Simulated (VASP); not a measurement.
Runs of VASP 6.6.1 on Ni3Ge. The structure is cubic, space group Pm-3m (No. 221). Conventional cell: a = 3.530 Å, b = 3.530 Å, c = 3.530 Å, α = 90.00°, β = 90.00°, γ = 90.00°. Ge (site symmetry m-3m) has 12 Ni at 2.50 Å as nearest neighbours. Ni (site symmetry 4/mmm) is surrounded by 4 Ge at 2.50 Å and 8 Ni at 2.50 Å. The cell comes from a database or a generator and needn't be the stable form of this composition.

| task | level | potentials or basis | spin | U | cutoff (eV) | smearing | k mesh for the DOS | occupations for the DOS | LDAUTYPE | hund's J | other keys | gap on the mesh (eV) | pressure (GPa) | moment (μB) |
| --- | --- | --- | --- | --- | --- | --- | --- | --- | --- | --- | --- | --- | --- | --- |
| density of states | PBEsol+D3+U | VASP PAW PBE potentials, release 64 (Ge_h, Ni) | collinear, zero start | Ni d U = 5 eV | 900 | methfessel-paxton 0.1 eV | 12 × 12 × 12 | tetrahedron | - | - | - | - | - | 0.00 |
| band structure | LDA+U | VASP PAW LDA potentials, release 64 (Ge_d, Ni) | collinear, ferromagnetic start | Ni d U = 4 eV, J = 0.5 eV | 520 | methfessel-paxton 0.1 eV | - | - | 2 | 0.5 | LREAL = Auto | - | - | 0.00 |
| single point | r2SCAN+U | VASP PAW PBE potentials, release 54 (Ge_d, Ni) | collinear, zero start | Ni d U = 3.5 eV | 520 | methfessel-paxton 0.2 eV | - | - | - | - | - | none | (a) | 0.00 |
| single point | LDA | VASP PAW LDA potentials, release 64 (Ge, Ni) | collinear, ferromagnetic start | - | 500 | gaussian 0.05 eV | - | - | - | - | - | none | -6.7 | 0.00 |

Alike in all rows: cell as given; k mesh 8 × 8 × 8.

Problem. Fill in the values left out.

Solution. (a) -7.1.

Caveats: the U is typed as a test and isn't derived for this compound (some runs); the PAW data sets were made with another functional, which shifts forces and pressure a little (some runs); pairwise dispersion overbinds metals, which lowers pressure and volume (some runs); tetrahedron occupations give inexact forces and stress in metals (some runs).

A k mesh can miss the band edges, and the runs leave out spin-orbit coupling on Ge.

A gap of «none» marks a metal or a gap under the smearing width.

The runs don't all hold the same shells in valence.
